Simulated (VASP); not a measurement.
# CH₃F: convergence, self-consistent run

CH₃F, molecule in box, 5 atoms in the cell. PBE; PAW potentials C, F, H (PBE set). VASP 6.6.1. The cell is changed on purpose: last atom moved by 0.04 Å along z.

Wanted: energy within 2 meV/atom; forces within 0.01 eV/Å.

What the run is for: forces; Accuracy asked: standard.

POSCAR:
```
H3CF
1.0
   12.0000000000      0.0000000000      0.0000000000
    0.0000000000     11.0000000000      0.0000000000
    0.0000000000      0.0000000000     11.0000000000
C F H
1 1 3
Direct
    0.4895500000      0.5010136400      0.4938590900
    0.5849500000      0.4334318200      0.4778227300
    0.4172166700      0.4410318200      0.4878772700
    0.4850416700      0.5703863600      0.4229681800
    0.4921250000      0.5442500000      0.5868500000
```

The series start from Plane-wave cutoff (eV): 520; Precision mode (PREC): Accurate; Aspherical gradient terms in the spheres (LASPH): yes; Projection operators (LREAL): Auto, ROPT -0.00025; Delay and inner steps: defaults. Each series keeps the choices made before it, and each single choice may use up half of a tolerance.

## Plane-wave cutoff (eV)

| Plane-wave cutoff (eV) | Energy less reference (meV/atom) | Forces, largest deviation (eV/Å) | SCF iterations | Time (s) |
|---|---|---|---|---|
| 400 | 2.1 | 0.036 | 22 | 41 |
| 460 | 3.7 | 0.020 | 23 | 59 |
| 520 | 3.4 | 0.025 | 23 | 68 |
| 600 | 2.0 | 0.019 | 23 | 86 |
| 720 (reference) | 0.0 | 0.000 | 22 | 102 |

Chosen: 720; the next looser run is off by more than half of the tolerance, so convergence isn't shown beyond this value.

## Precision mode (PREC)

| Precision mode (PREC) | Energy less reference (meV/atom) | Forces, largest deviation (eV/Å) | SCF iterations | Time (s) |
|---|---|---|---|---|
| Low | 0.2 | 0.018 | 22 | 14 |
| SingleN | 0.2 | 0.018 | 22 | 14 |
| Normal | 0.0 | 0.001 | 22 | 41 |
| Accurate (reference) | 0.0 | 0.000 | 22 | 102 |

Chosen: Normal, the loosest value from which every tighter one stays within half of the tolerance.

## Aspherical gradient terms in the spheres (LASPH)

| Aspherical gradient terms in the spheres (LASPH) | Energy less reference (meV/atom) | Forces, largest deviation (eV/Å) | SCF iterations | Time (s) |
|---|---|---|---|---|
| yes | 0.0 | 0.000 | 22 | 41 |
| no | 2.8 | 0.029 | 23 | 42 |

Chosen: yes; no other choice that stays within half of the tolerance saves 30 % of the time.

## Projection operators (LREAL)

| Projection operators (LREAL) | Energy less reference (meV/atom) | Forces, largest deviation (eV/Å) | SCF iterations | Time (s) |
|---|---|---|---|---|
| Auto, ROPT -0.005 | -1.7 | 0.066 | 22 | 42 |
| Auto, ROPT -0.002 | -0.2 | 0.046 | 22 | 41 |
| Auto, ROPT -0.001 | 0.0 | 0.032 | 22 | 42 |
| Auto, ROPT -0.0005 | 0.1 | 0.014 | 22 | 41 |
| Auto, ROPT -0.00025 | -0.1 | 0.003 | 22 | 41 |
| Auto, ROPT -0.0001 | 0.0 | 0.001 | 22 | 42 |
| False (reference) | 0.0 | 0.000 | 22 | 41 |

Chosen: Auto, ROPT -0.00025.

## Delay and inner steps

| Delay and inner steps | Energy less reference (meV/atom) | Forces, largest deviation (eV/Å) | SCF iterations | Time (s) |
|---|---|---|---|---|
| defaults | 0.0 | 0.000 | 22 | 41 |
| NELMDL=-2 | 0.0 | 0.000 | 25 | 53 |
| NELMDL=-8 | 0.0 | 0.000 | 26 | 44 |
| NELMDL=-12 | 0.0 | 0.000 | 30 | 46 |
| NRMM=2 | 0.0 | 0.000 | 22 | 41 |
| NRMM=6 | 0.0 | 0.000 | 23 | 44 |
| WEIMIN=0.001 | 0.0 | 0.000 | 22 | 42 |

Chosen: defaults.

## All choices together

| Input | Energy less reference (meV/atom) | Forces, largest deviation (eV/Å) | Time (s) |
|---|---|---|---|
| the program's defaults (naive) | 6.6 | 0.117 | 13 |
| chosen settings | -0.1 | 0.003 | 41 |
| reference settings throughout | 0.0 | 0.000 | 103 |

The chosen settings stay within the tolerance of the reference run, but the reference itself isn't shown to be converged in: Plane-wave cutoff (eV).

## The input

INCAR:
```
SYSTEM = H3CF
ALGO = Normal
EDIFF = 1E-6
EFERMI = MIDGAP
ENCUT = 720
GGA = PE
GGA_COMPAT = .False.
ISIF = 0
ISMEAR = 0
LASPH = .True.
LCHARG = .False.
LREAL = Auto
LWAVE = .False.
NELM = 120
PREC = Normal
ROPT = -0.00025 -0.00025 -0.00025
SIGMA = 0.03
```

KPOINTS:
```
k-points
0
Gamma
  1 1 1
```

Commands:
```
cat potpaw_PBE.64/C/POTCAR potpaw_PBE.64/F/POTCAR potpaw_PBE.64/H/POTCAR > POTCAR
mpirun -np 1 vasp_gam > vasp.out
```

The chosen input took VASP 6.6.1 41 s on 1 core (Intel Xeon Platinum 8488C (Sapphire Rapids)), a shared host.

## An input that fails: smearing far too wide

It runs to its end, but against the unchanged starting input it is off by 10.6 meV/atom in the energy, 0.012 eV/Å in the forces.

Changes against the starting input:
```
- SIGMA = 0.03
- NELM = 120
+ SIGMA = 2.0
+ NELM = 60
```
